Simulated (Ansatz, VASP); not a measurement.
# Ni in VASP and in Ansatz

```
CELL_PARAMETERS angstrom
2.62228 0.00000 0.00000
-1.31114 2.27096 0.00000
0.00000 0.00000 8.59883
ATOMIC_POSITIONS crystal
Ni 0.00000 0.00000 0.00000
Ni 0.00000 0.00000 0.50000
Ni 0.33333 0.66667 0.25000
Ni 0.66667 0.33333 0.75000
```

Alike in both runs: task single point; functional BLYP; k mesh 16 × 16 × 5; occupations fermi-dirac, width 0.1 eV; no spin polarisation.

```csv
,VASP,Ansatz
version,VASP 6.6.1,Ansatz 0.2.0
potentials or method,"VASP PAW PBE potentials, release 64 (Ni)","plane waves (420 eV) with PAW, scalar-relativistic"
plane-wave cutoff (eV),520,420
valence electrons in the cell,40,72
```

Ansatz gave:

- pressure (GPa): -14.5

What did VASP give for the same quantities?

Pressure (GPa): -14.1.

The two sets of potentials don't hold the same shells in valence.

Caveats: the PAW data sets were made with another functional, which shifts forces and pressure a little (VASP); the run has no spin polarisation, though such a crystal can be magnetic. Spin polarisation is off, so any magnetic state and its effect on volume and gap are missing.
